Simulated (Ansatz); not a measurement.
Ni: relaxation of cell and atoms with HSEsol

Crystal: Ni.

```xyz
1
Lattice="0.0000 1.7376 1.7376 1.7376 0.0000 1.7376 1.7376 1.7376 0.0000" Properties=species:S:1:pos:R:3 pbc="T T T"
Ni    0.0000    0.0000    0.0000
```

```yaml
Program: Ansatz 0.2.0
Task: relaxation of cell and atoms
Functional: HSEsol
Potentials_or_basis: Ansatz PAW
Cutoff: "420 eV (not typed: the program's choice for these potentials)"
k_mesh: 7 × 7 × 7
Occupations: fermi-dirac, width 0.05 eV
Spin: collinear spin, ferromagnetic start
Starting_moments: "[1.0] μB"
```

```
Relaxed volume                         : 10.43 Å³/atom
Relaxed cell                           : a = 2.453 Å, b = 2.453 Å, c = 2.453 Å, α = 60.00°, β = 60.00°, γ = 60.00°
Space group after relaxing (to 0.05 Å) : Fm-3m (No. 225)
Energy gained by relaxing              : 0.2 meV/atom
Ionic steps                            : 4
Pressure after relaxing                : 0.0 GPa
Band gap on the k mesh                 : none (metal or under the smearing width)
Net moment                             : 0.99 μB per cell
Absolute moment                        : 1.23 μB per cell
Site moments                           : Ni +1.08 μB
```

Step by step:
```csv
step,energy change (eV),largest force (eV/Å),volume (Å³)
1,0.0000,0.0000,10.49
2,-0.0002,0.0000,10.46
3,-0.0004,0.0000,10.43
4,-0.0002,0.0000,10.43
```

Final structure:
```
Ni
1.0
     0.00000    1.73433    1.73433
     1.73433    0.00000    1.73433
     1.73433    1.73433    0.00000
Ni
1
Direct
  0.00000 0.00000 0.00000
```

Levels at points of the mesh, in eV from the Fermi level:
Spin up:
```
           k point  band 6  band 7  band 8  band 9  band 10  band 11  band 12
(0.00, 0.00, 0.00)   -5.13   -5.13   -5.13   -3.65    -3.65    24.91    29.40
```
Spin down:
```
           k point  band 5  band 6  band 7  band 8  band 9  band 10  band 11  band 12
(0.00, 0.00, 0.00)  -10.91   -2.40   -2.40   -2.22   -2.22    -2.22    24.49    29.30
```

It took 67 s on 2 threads of Intel(R) Xeon(R) Platinum 8259CL CPU @ 2.50GHz (Skylake/Cascade Lake) (shared host), peak memory 0.6 GiB.

Caveat: the k mesh is coarse (spacing up to 0.45 Å⁻¹), so the values aren't converged, least of all with exact exchange; the magnetic or orbital state may not be the lowest; the plane-wave basis is chosen anew once the cell has moved, so the energies of steps on either side of that aren't comparable; the pressure holds a Pulay correction of +0.4 GPa for the finite cutoff; the PAW data sets come from PBE, with cores solved anew for the run's functional, which leaves a small shift of forces and pressure.
